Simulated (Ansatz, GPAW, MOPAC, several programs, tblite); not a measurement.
**Many methods on one cell: CdF2 (2H monolayer)**

CdF2 (2H monolayer), relaxed with r2SCAN in Ansatz, was computed with several methods. In-plane lattice: a = 3.284 Å, b = 3.284 Å, γ = 120.0°; thickness between the outer nuclei 2.47 Å. Cd has 6 F at 2.26 Å; F has 3 Cd at 2.26 Å. These are computed values for a spin-unpolarised cell that may be hypothetical; none is a measurement.

```cif
data_structure
_symmetry_space_group_name_H-M 'P 1'
_symmetry_Int_Tables_number 1
_cell_length_a 3.2841
_cell_length_b 3.2841
_cell_length_c 28.5868
_cell_angle_alpha 90.000
_cell_angle_beta 90.000
_cell_angle_gamma 120.000
_cell_volume 267.01
loop_
_atom_site_label
_atom_site_type_symbol
_atom_site_fract_x
_atom_site_fract_y
_atom_site_fract_z
_atom_site_occupancy
Cd1 Cd 0.33333 0.66667 0.31483 1
F1 F 0.66667 0.33333 0.35802 1
F2 F 0.66667 0.33333 0.27164 1
```
Two periodic directions, a and b.

Gaps and times are for a single point on this cell. Times are rough, from shared hosts (Arm Neoverse V1), and each method has its own mesh and cell size. PM6 (MOPAC), PM7 (MOPAC), GFN1-xTB (tblite), GFN2-xTB (tblite) treat a cluster of cells at its zone centre, which samples few k points: where these miss a band edge, the gap comes out too large for that reason alone. Gaps from k meshes are read at a limited set of points (mesh, symmetry points, PBE's band edges), so each method's own least gap may be somewhat smaller. xTB and the PM methods were fitted mostly to molecules, and can miss a solid's gap by electronvolts. Minimal bases can be far off for gaps. d marks a direct gap, i an indirect one (no mark: not told apart), a dash a value that wasn't computed or didn't pass its checks.

| method | kind | gap (eV) | atoms computed | processor time |
| --- | --- | --- | --- | --- |
| PM6 (MOPAC) | semi-empirical | 4.32 | 27 | 0.22 s |
| PM7 (MOPAC) | semi-empirical | 8.79 | 27 | 0.35 s |
| GFN1-xTB (tblite) | tight binding | 1.44 | 27 | 0.85 s |
| GFN2-xTB (tblite) | tight binding | 3.65 | 27 | 1.1 s |
| light PBE (260 eV and a coarse mesh) | light plane-wave | 3.10 i | 3 | 3.5 s |
| PBE/single zeta (GPAW) | small basis | 2.53 i | 3 | 6.8 s |
| PBE | semilocal | 3.08 i | 3 | 14 s |
| r2SCAN | semilocal | 3.66 i | 3 | 36 s |

Against r2SCAN (3.66 eV) and with closed or daggered gaps left aside, the nearest gap at the points sampled is that of GFN2-xTB (tblite) (-0.01 eV) and the farthest that of PM7 (MOPAC) (+5.13 eV). r2SCAN is only a yardstick of convenience: semilocal gaps usually lie below measured ones, which GLLB-SC and hybrids aim to mend.

Runs without a result: GLLB-SC (GPAW) (single point).

Spin-orbit coupling is left out.
